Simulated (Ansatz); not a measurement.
Mg:

```
Mg
1.0
     3.20930    0.00000    0.00000
    -1.60465    2.77934    0.00000
     0.00000    0.00000    5.21030
Mg
2
Direct
  0.66667 0.33333 0.75000
  0.33333 0.66667 0.25000
```

Program: Ansatz 0.2.0. Alike in all runs: potentials or basis Ansatz PAW; no spin polarisation; cell as given; smearing fermi-dirac 0.05 eV. Hardware: 2 threads of Intel(R) Xeon(R) Processor @ 2.70GHz (shared host).

Q: Order these runs on this cell by their wall time, lowest first.
A. task band structure; level BLYP; k mesh 10 × 10 × 5; cutoff (eV) 420; points for each segment of the path 14; mesh quality not flagged
B. task band structure; level r2SCAN; k mesh 10 × 10 × 5; cutoff (eV) 500; points for each segment of the path 14; mesh quality not flagged
C. task single point; level HF; k mesh 5 × 5 × 3; cutoff (eV) 420; mesh quality coarse

A: A (1.8 s), B (3.9 s), C (14 s).

Caveats: some runs use coarse meshes.

Runs at the PBE level aren't shown here.
